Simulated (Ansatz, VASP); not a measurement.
## One calculation of P, two programs

```xyz
1
Lattice="2.4473 0.0000 0.0000 0.0000 2.4473 0.0000 0.0000 0.0000 2.4397" Properties=species:S:1:pos:R:3 pbc="T T T"
P     1.2237    1.2237    0.0000
```

Alike in both runs: functional PBE; k mesh 22 × 22 × 24; occupations gaussian, width 0.1 eV; no spin polarisation.

Ansatz relaxed the structure, and its values are those at the end. VASP's run is a single point on that final structure, the one shown.

|  | VASP | Ansatz |
| --- | --- | --- |
| version | VASP 6.6.1 | Ansatz 0.2.0 |
| potentials or method | VASP PAW PBE potentials, release 64 (P) | scalar-relativistic, plane waves, PAW |
| plane-wave cutoff (eV) | 520 | 420 |
| valence electrons in the cell | 5 | 5 |

Ansatz gave:

- gap on the k mesh at the Fermi level (eV): none
- pressure (GPa): 0.0

**Question.** Which values does VASP return?

**Answer.** gap on the k mesh at the Fermi level (eV): none; pressure (GPa): -0.3.

A gap of «none» marks a metal or a gap that the smearing closes. With one functional, cell and mesh, what is left measures potentials, basis and numerics.
